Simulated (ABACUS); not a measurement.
Ag:

```
CELL_PARAMETERS angstrom
0.00000 2.04275 2.04275
2.04275 0.00000 2.04275
2.04275 2.04275 0.00000
ATOMIC_POSITIONS crystal
Ag 0.00000 0.00000 0.00000
```

Base run:

* Program: ABACUS 3.10.1
* Functional: AM05
* Potentials or basis: Ansatz NC PBE
* Cutoff: 966 eV
* Density cutoff: 3864 eV
* Basis: plane waves
* k mesh: 9 × 9 × 9
* Occupations: fermi-dirac, width 0.05 eV
* Spin: no spin polarisation

Its results: band gap on the k mesh none (metal or under the smearing width); pressure -2.7 GPa.

Problem. The run is repeated on the same cell with these changes: functional from AM05 to SOGGA. What comes out?

Solution. Band gap on the k mesh none (metal or under the smearing width); pressure -4.3 GPa.

Caveats: the potentials were made for another functional, which shifts forces and pressure.

Not every run made on this cell is shown here.
